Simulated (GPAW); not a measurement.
**Ti3S4 in GPAW: the effect of functional**

The system is Ti3S4.

```
Ti S
1.0
     3.44438    0.00000    0.00000
    -1.72219    2.98292    0.00000
     0.00000    0.00000   11.81220
Ti S
3 4
Cartesian
  1.7222 0.9943 10.3616
  0.0000 1.9886 1.3154
  0.0000 1.9886 4.5464
  0.0000 0.0000 0.0041
  0.0000 0.0000 5.9233
  0.0000 1.9886 8.9636
  1.7222 0.9943 2.9638
```

The cell comes from a database or a generator and needn't be the stable form of this composition.

Alike in all runs:

- Program: GPAW 26.7.0
- Task: band structure
- Cutoff: 600 eV
- Basis: pw
- k mesh: 6 × 6 × 2
- Occupations: fermi-dirac, width 0.05 eV
- Spin: no spin polarisation

Task: One run gave: pressure -7.8 GPa; largest force 0.43 eV/Å. Which functional did it use?
A. LDA
B. r2SCAN
C. PBEsol

Result: A.

```tsv
functional	potentials or basis	pressure (GPa)	largest force (eV/Å)
PBEsol	PAW data sets generated in the run's folder for this functional	-4.8	0.26
LDA	the program's PAW data sets (release 1.2.1) made for this functional	-7.8	0.43
r2SCAN	GPAW PAW data sets (gpaw-data 1.2.1)	-1.1	0.26
```

Caveats: this functional lacks dispersion, which binds the layers, so the pressure and a relaxed spacing across them are unreliable (some runs); the PAW data sets were made with another functional, which shifts forces and pressure a little (some runs).

Not every run made on this cell is shown here.
